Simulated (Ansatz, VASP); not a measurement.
This is a calculation of Re for Ansatz 0.2.0.

File input.yaml:

```yaml
crystal:
  lattice:
    - [2.7608, 0.0, 0.0]
    - [-1.3804, 2.3909229348, 0.0]
    - [0.0, 0.0, 4.4582]
  atoms:
    - { symbol: Re, position: [0.6666666667, 0.3333333333, 0.75] }
    - { symbol: Re, position: [0.3333333333, 0.6666666667, 0.25] }
hamiltonian:
  xc: pbe
  pseudopotentials: { kind: paw }
kpoints:
  mp_grid: { grid: [11, 11, 6] }
scf:
  occupations: { method: gaussian, width: 0.05 }
output:
  forces: true
  stress: true
  eigenvalues: true
```

Potentials or basis: Ansatz PAW.

Run with:

```console
$ ansatz run input.yaml --threads 2 --pin off --max-ram 5632MiB --backend cpu --events-out ev --progress --plain --runs-dir out
```

Translate it to VASP 6.6.1. Potentials there: VASP PAW PBE potentials, release 64 (Re).

As run (the cutoff follows the program's own potentials):

Contents of run.py:

```python
from ase.calculators.vasp import Vasp
from ase.dft.bandgap import bandgap
from ase.io import read

atoms = read('Re.cif', primitive_cell=True, subtrans_included=False)
calc = Vasp(
    directory='calc',
    xc='pbe',
    pp='PBE',
    setups='minimal',
    prec='Accurate',
    encut=500,
    ediff=1e-07,
    ismear=0,
    sigma=0.05,
    lreal=False,
    lasph=True,
    nelm=100,
    algo='Normal',
    isif=2,
    lwave=False,
    lcharg=True,
    lelf=True,
    lvhar=True,
    kpts=[11, 11, 6],
    gamma=True,
    nbands=14,
)
atoms.calc = calc

print('energy (eV):', atoms.get_potential_energy())
print('free energy (eV):', atoms.get_potential_energy(force_consistent=True))
print('forces (eV/A):')
print(atoms.get_forces())
print('stress (eV/A^3, Voigt):', atoms.get_stress())
print('Fermi level (eV):', calc.get_fermi_level())
gap, top, bottom = bandgap(calc)
print('band gap (eV):', gap, 'from (spin, k, band)', top, 'to', bottom)
```

Re.cif

```cif
data_Re
_cell_length_a 2.76080000
_cell_length_b 2.76080000
_cell_length_c 4.45820000
_cell_angle_alpha 90.00000000
_cell_angle_beta 90.00000000
_cell_angle_gamma 120.00000000
_space_group_name_H-M_alt 'P6_3/mmc'
_space_group_name_Hall '-P 6c 2c'
_space_group_IT_number 194
loop_
_space_group_symop_operation_xyz
'x,y,z'
'-x,-y,-z'
'x-y,x,z+1/2'
'-x+y,-x,-z+1/2'
'-y,x-y,z'
'y,-x+y,-z'
'-x,-y,z+1/2'
'x,y,-z+1/2'
'-x+y,-x,z'
'x-y,x,-z'
'y,-x+y,z+1/2'
'-y,x-y,-z+1/2'
'-y,-x,-z+1/2'
'y,x,z+1/2'
'-x,-x+y,-z'
'x,x-y,z'
'-x+y,y,-z+1/2'
'x-y,-y,z+1/2'
'y,x,-z'
'-y,-x,z'
'x,x-y,-z+1/2'
'-x,-x+y,z+1/2'
'x-y,-y,-z'
'-x+y,y,z'
loop_
_atom_site_label
_atom_site_type_symbol
_atom_site_symmetry_multiplicity
_atom_site_Wyckoff_symbol
_atom_site_fract_x
_atom_site_fract_y
_atom_site_fract_z
_atom_site_occupancy
Re1 Re 2 c 0.6666666667 0.3333333333 0.7500000000 1
```

Potentials or basis: VASP PAW PBE potentials, release 64 (Re).

The run is started by

```sh
$ python run.py
```

Both were run:

|  | VASP | Ansatz | Ansatz less VASP |
| --- | --- | --- | --- |
| gap on the k mesh at the Fermi level (eV) | none | none | - |
| pressure (GPa) | 5.5 | 5.9 | +0.42 |
| largest component of the traceless stress (GPa) | 0.43 | 0.31 | -0.121 |

A gap of «none» marks a metal or a gap that the smearing closes. The two sets of potentials don't hold the same shells in valence.

Spin-orbit coupling is left out, which matters for the levels of Re.
